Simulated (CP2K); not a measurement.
Input of a CP2K 2026.2 run:

hgte_vcrelax.inp

```
&GLOBAL
  PROJECT hgte_vcrelax
  RUN_TYPE CELL_OPT
  PRINT_LEVEL LOW
&END GLOBAL
&FORCE_EVAL
  METHOD QS
  STRESS_TENSOR ANALYTICAL
  &DFT
    BASIS_SET_FILE_NAME BASIS_MOLOPT_UZH
    POTENTIAL_FILE_NAME GTH_POTENTIALS
    &MGRID
      CUTOFF 450
      REL_CUTOFF 60
      NGRIDS 4
    &END MGRID
    &QS
      METHOD GPW
      EPS_DEFAULT 1.0E-10
      EXTRAPOLATION USE_PREV_P
    &END QS
    &KPOINTS
      SCHEME MONKHORST-PACK 7 7 7
      GAMMA_CENTERED T
    &END KPOINTS
    &SCF
      SCF_GUESS ATOMIC
      EPS_SCF 1.0E-6
      MAX_SCF 100
      ADDED_MOS 10
      CHOLESKY OFF
      EPS_EIGVAL 1.0E-7
      &DIAGONALIZATION ON
        ALGORITHM STANDARD
      &END DIAGONALIZATION
      &MIXING ON
        METHOD BROYDEN_MIXING
        ALPHA 0.4
        BETA 1.5
        NBUFFER 8
      &END MIXING
      &SMEAR ON
        METHOD FERMI_DIRAC
        ELECTRONIC_TEMPERATURE [K] 116.045
      &END SMEAR
    &END SCF
    &XC
      &XC_FUNCTIONAL
        &LDA_X
        &END LDA_X
        &LDA_C_PW
        &END LDA_C_PW
      &END XC_FUNCTIONAL
    &END XC
    &PRINT
      &KPOINTS ON
      &END KPOINTS
      &MULLIKEN ON
        &EACH
          CELL_OPT 0
        &END EACH
        ADD_LAST NUMERIC
      &END MULLIKEN
      &MO ON
        ENERGIES T
        OCCUPATION_NUMBERS T
        &EACH
          QS_SCF 0
          CELL_OPT 0
        &END EACH
        ADD_LAST NUMERIC
      &END MO
    &END PRINT
  &END DFT
  &SUBSYS
    &CELL
      ABC 4.5807373659 4.5807373659 4.5807373659
      ALPHA_BETA_GAMMA 96.6550212925 96.6550212916 140.1941289615
      PERIODIC XYZ
    &END CELL
    &COORD
      Hg  2.2903686830 0.0000000000 2.1535665341
      Te  0.0000000000 0.0000000000 0.0000000000
    &END COORD
    &KIND Hg
      BASIS_SET TZVP-MOLOPT-PBE-GTH-q12
      POTENTIAL GTH-PADE-q12
    &END KIND
    &KIND Te
      BASIS_SET TZVP-MOLOPT-PBE-GTH-q6
      POTENTIAL GTH-PADE-q6
    &END KIND
    &PRINT
      &ATOMIC_COORDINATES ON
      &END ATOMIC_COORDINATES
      &CELL ON
      &END CELL
    &END PRINT
  &END SUBSYS
  &PRINT
    &FORCES ON
    &END FORCES
    &STRESS_TENSOR ON
    &END STRESS_TENSOR
  &END PRINT
&END FORCE_EVAL
&MOTION
  &CELL_OPT
    OPTIMIZER BFGS
    MAX_ITER 40
    MAX_FORCE [eV*angstrom^-1] 0.03
    RMS_FORCE [eV*angstrom^-1] 0.03
    MAX_DR 1.0E-2
    RMS_DR 1.0E-2
    EXTERNAL_PRESSURE [bar] 20000.0
    PRESSURE_TOLERANCE [bar] 500
    KEEP_SPACE_GROUP T
  &END CELL_OPT
  &PRINT
    &TRAJECTORY ON
    &END TRAJECTORY
    &CELL ON
    &END CELL
    &FORCES ON
    &END FORCES
    &STRESS ON
    &END STRESS
    &RESTART OFF
    &END RESTART
    &RESTART_HISTORY OFF
    &END RESTART_HISTORY
  &END PRINT
&END MOTION
```

Potentials or basis: GTH_POTENTIALS Hg GTH-PADE-q12, Te GTH-PADE-q6; TZVP-MOLOPT-PBE-GTH basis.

The run is started by

```console
$ OMP_NUM_THREADS=1 cp2k.psmp -i hgte_vcrelax.inp -o hgte_vcrelax.out
```

Task: Predict the relaxed cell.

Result: a = 4.452 Å, b = 4.455 Å, c = 4.418 Å, α = 96.48°, β = 96.90°, γ = 141.46°.

Task: Predict the space group after relaxing (to 0.05 Å).

Result: C2 (No. 5).

Step by step:
```
step  energy change (eV)  largest force (eV/Å)  volume (Å³)
   1              0.0000                0.0000        57.86
   2             -0.0107                0.0002        57.53
   3             -0.0069                0.0080        49.97
   4             -0.0885                0.0020        53.32
   5             -0.0842                0.0029        52.42
   6             -0.0815                0.0034        52.15
   7             -0.0799                0.0039        51.94
   8             -0.0759                0.0063        51.36
   9             -0.0738                0.0093        50.92
  10             -0.0752                0.0109        50.84
  11             -0.0781                0.0106        51.00
  12             -0.0791                0.0103        51.08
  13             -0.0791                0.0103        51.08
```

Caveat: with these potentials and basis sets, volumes of gold and of layered tellurides can stand 1.5 % and more from those of plane-wave programs; the basis of atomic orbitals isn't converged, which shifts pressures, moduli and gaps. Spin-orbit coupling is left out, which matters for the levels of Hg, Te.
